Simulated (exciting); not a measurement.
# AlN: density of states with revPBE+TS

The system is AlN.

```
Al N
1.0
     0.00000    2.18399    2.18399
     2.18399    0.00000    2.18399
     2.18399    2.18399    0.00000
Al N
1 1
Direct
  0.00000 0.00000 0.00000
  0.25000 0.25000 0.25000
```

Measurements of this composition are mostly on another form, of space group No. 186.

```yaml
Program: exciting (release sodium)
Task: density of states
Functional: revPBE
Dispersion: TS
Potentials_or_basis: all-electron LAPW+lo, shipped species files, valence relativity iora*
rgkmax: 6.5
k_mesh: 10 × 10 × 10
Occupations: fermi-dirac, width 0.0272 eV
Spin: no spin polarisation
outputlevel: normal
DOS_window_about_the_Fermi_level_Ha: "[-0.6, 0.5] Ha"
gmaxvr_cutoff_of_density_and_potential: 14 1/bohr
lmaxapw_and_lmaxmat: 10
lmaxvr: 8
nempty: 10
Valence_relativity: iora*
epsengy: 1e-05 Ha
epspot: 1e-05 Ha
maxscl: 60
Muffin-tin_radii: Al 2.0, N 1.45 bohr
```

The band gap on the k mesh is 3.36 eV, indirect (least direct gap 4.21 eV). The all electrons inside the program's atomic spheres are Al 11.09; N 5.58 (radii Al 2.0, N 1.45 bohr) and the dispersion energy per atom is -0.295 eV.

Levels at points of the mesh, in eV from the valence-band top:
| k point | band 4 | band 5 | band 6 | band 7 | band 8 | band 9 | band 10 | band 11 | band 12 |
| --- | --- | --- | --- | --- | --- | --- | --- | --- | --- |
| (0.00, 0.00, 0.00) | -15.03 | 0.00 | 0.00 | 0.00 | 4.21 | 12.65 | 12.65 | 12.65 | 17.74 |
| (0.50, 0.00, 0.00) | -13.00 | -5.83 | -0.48 | -0.48 | 7.45 | 9.91 | 11.21 | 11.21 | 18.12 |
| (0.50, 0.50, 0.00) | -12.37 | -4.88 | -1.77 | -1.77 | 3.36 | 8.71 | 14.07 | 15.84 | 15.84 |

States per cell in windows of 1 eV (zero at the valence-band top; states under -8 eV left out):
```tsv
from (eV)	total	N2 p	Al1 p	Al1 s	Al1 d	N2 s	N2 d
-8.0	0.00	0.00	0.00	0.00	0.00	0.00	0.00
-7.0	0.00	0.00	0.00	0.00	0.00	0.00	0.00
-6.0	0.28	0.07	0.02	0.03	0.00	0.00	0.00
-5.0	1.22	0.36	0.06	0.16	0.02	0.03	0.00
-4.0	0.57	0.19	0.03	0.04	0.01	0.02	0.00
-3.0	0.86	0.33	0.07	0.04	0.02	0.01	0.00
-2.0	1.55	0.70	0.14	0.02	0.04	0.01	0.00
-1.0	1.51	0.78	0.09	0.01	0.07	0.00	0.00
0.0	0.01	0.00	0.00	0.00	0.00	0.00	0.00
1.0	0.00	0.00	0.00	0.00	0.00	0.00	0.00
2.0	0.00	0.00	0.00	0.00	0.00	0.00	0.00
3.0	0.04	0.00	0.00	0.00	0.00	0.00	0.00
4.0	0.17	0.01	0.02	0.00	0.01	0.01	0.00
5.0	0.43	0.06	0.03	0.01	0.03	0.03	0.00
6.0	0.72	0.12	0.05	0.02	0.04	0.05	0.01
7.0	0.65	0.10	0.04	0.04	0.03	0.05	0.01
```

It took 110 s on 1 thread of Intel(R) Xeon(R) Platinum 8488C (Sapphire Rapids), on a shared host, peak memory 0.12 GiB.

Caveat: the dispersion energy is computed afterwards and isn't part of the total energy. A k mesh can miss the band edges.
